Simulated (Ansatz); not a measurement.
The system is V.

```
V
1.0
    -1.51435    1.51435    1.51435
     1.51435   -1.51435    1.51435
     1.51435    1.51435   -1.51435
V
1
Direct
  0.00000 0.00000 0.00000
```

```yaml
Program: Ansatz 0.2.0
Task: relaxation of cell and atoms
Functional: PBEsol
Dispersion: D4
Potentials_or_basis: all-electron LAPW, scalar-relativistic
Basis_error_allowed: 0.001 eV/atom
k_mesh: 12 × 12 × 12
Occupations: fermi-dirac, width 0.05 eV
Spin: collinear spin, ferromagnetic start
Starting_moments: "[2.0] μB"
```

At the start: volume 13.89 Å³/atom.

Question: Where does the relaxation end?

Answer: Over 5 steps the energy falls by 51.7 meV/atom and the volume is 12.78 Å³/atom (-8.0 %); space group Im-3m (No. 229, to 0.05 Å); moment 0.00 μB per cell.

Step by step:
```csv
step,energy change (eV),largest force (eV/Å),volume (Å³)
1,0.0000,0.0000,13.89
2,-0.0503,0.0000,12.62
3,-0.0516,0.0000,12.80
4,-0.0517,0.0000,12.78
5,-0.0517,0.0000,12.78
```

Final structure:
```
V
1.0
    -1.47302    1.47302    1.47302
     1.47302   -1.47302    1.47302
     1.47302    1.47302   -1.47302
V
1
Cartesian
  0.0000 0.0000 0.0000
```

Caveat: the starting moments weren't kept.
